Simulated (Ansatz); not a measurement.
# Ti in Ansatz: the effect of Hubbard term

The system is Ti.

```
Ti
1.0
     4.56737    0.00000    0.00000
    -2.28369    3.95546    0.00000
     0.00000    0.00000    2.82624
Ti
3
Direct
  0.66667 0.33333 0.50000
  0.33333 0.66667 0.50000
  0.00000 0.00000 0.00000
```

This isn't the form of Ti at room conditions, which is hcp.

Alike in all runs:

```yaml
Program: Ansatz 0.2.0
Task: single point
Functional: PBEsol
Potentials_or_basis: Ansatz PAW
Cutoff: "420 eV (not typed: the program's choice for these potentials)"
k_mesh: 7 × 7 × 9
Occupations: fermi-dirac, width 0.05 eV
Spin: no spin polarisation
Hubbard_projectors: ortho-atomic (the default)
Double_counting: fll (the default)
```

```csv
Hubbard term,pressure (GPa)
Ti d U = 4 eV,2.4
Ti d U = 5 eV,4.5
Ti d U = 6 eV,?
Ti d U = 8 eV,36.2
```

Question: What does the run with Hubbard term Ti d U = 6 eV give?

Answer: Pressure 7.1 GPa.

Worked out: A straight line through the other rows of the pressure, of slope 8.94 GPa per eV, gives 17.3 GPa, against the run's 7.1. The fit is too stiff a form for this range.

Caveats: U without spin polarisation on a metal has little footing; the PAW data sets come from PBE, with cores solved anew for the run's functional, which leaves a small shift of forces and pressure; the U is typed as a test and isn't derived for this compound; a pressure of tens of GPa on the cell as given is suspect, and the run, the potentials or the cell itself is likely at fault (some runs).
